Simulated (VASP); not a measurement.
SiO2 (Stishovite): relaxation of cell and atoms with r2SCAN

SiO2 (Stishovite):

```
CELL_PARAMETERS angstrom
4.18152 0.00000 0.00000
0.00000 4.18152 0.00000
0.00000 0.00000 2.67221
ATOMIC_POSITIONS crystal
Si 0.00000 0.00000 0.00000
Si 0.50000 0.50000 0.50000
O 0.30591 0.30591 0.00000
O 0.19409 0.80591 0.50000
O 0.69409 0.69409 0.00000
O 0.80591 0.19409 0.50000
```

```json
{
  "Program": "VASP 6.6.1",
  "Task": "relaxation of cell and atoms",
  "Functional": "r2SCAN",
  "Potentials or basis": "VASP PAW PBE potentials, release 64 (Si, O)",
  "Cutoff": "600 eV",
  "k mesh": "8 × 8 × 10",
  "Occupations": "gaussian, width 0.03 eV",
  "Spin": "no spin polarisation",
  "Further INCAR settings": "ALGO = Normal; EDIFF = 1e-07; IBRION = 2; EDIFFG = -0.005; NSW = 90; ISIF = 3"
}
```

| Item | Value |
| --- | --- |
| Pressure after relaxing | -0.1 GPa |
| Band gap on the k mesh | 6.50 eV, direct |

Final structure:
```yaml
crystal:
  lattice:
    - [4.18152, 0.00000, 0.00000]
    - [0.00000, 4.18152, 0.00000]
    - [0.00000, 0.00000, 2.67221]
  atoms:
    - { symbol: Si, position: [0.00000, 0.00000, 0.00000] }
    - { symbol: Si, position: [0.50000, 0.50000, 0.50000] }
    - { symbol: O, position: [0.30591, 0.30591, 0.00000] }
    - { symbol: O, position: [0.19409, 0.80591, 0.50000] }
    - { symbol: O, position: [0.69409, 0.69409, 0.00000] }
    - { symbol: O, position: [0.80591, 0.19409, 0.50000] }
```

Levels at points of the mesh, in eV from the valence-band top:
```csv
k point,band 13,band 14,band 15,band 16,band 17,band 18,band 19,band 20
"(0.00, 0.00, 0.00)",-2.52,-0.88,-0.88,0.00,6.50,7.61,9.44,9.44
"(0.50, 0.00, 0.00)",-2.72,-2.72,-1.08,-1.08,8.69,8.69,10.03,10.03
"(0.50, 0.50, 0.00)",-2.70,-2.70,-2.32,-2.32,8.39,8.39,11.03,11.03
"(0.00, 0.00, 0.50)",-3.12,-3.12,-2.71,-2.71,10.14,10.14,13.74,13.74
"(0.50, 0.00, 0.50)",-2.31,-2.31,-1.80,-1.80,9.81,9.81,10.91,10.91
"(0.50, 0.50, 0.50)",-1.78,-1.78,-1.61,-1.61,8.15,8.15,12.02,12.02
```

It took 2.4 min on 2 MPI ranks on AMD EPYC 9R45 96-Core Processor (Zen 5), with other jobs on the host, peak memory 0.2 GiB a rank.

Caveat: the relaxation stopped at its first step, so nothing moved; the PAW data sets were made with another functional, which shifts forces and pressure a little. A k mesh can miss the band edges.
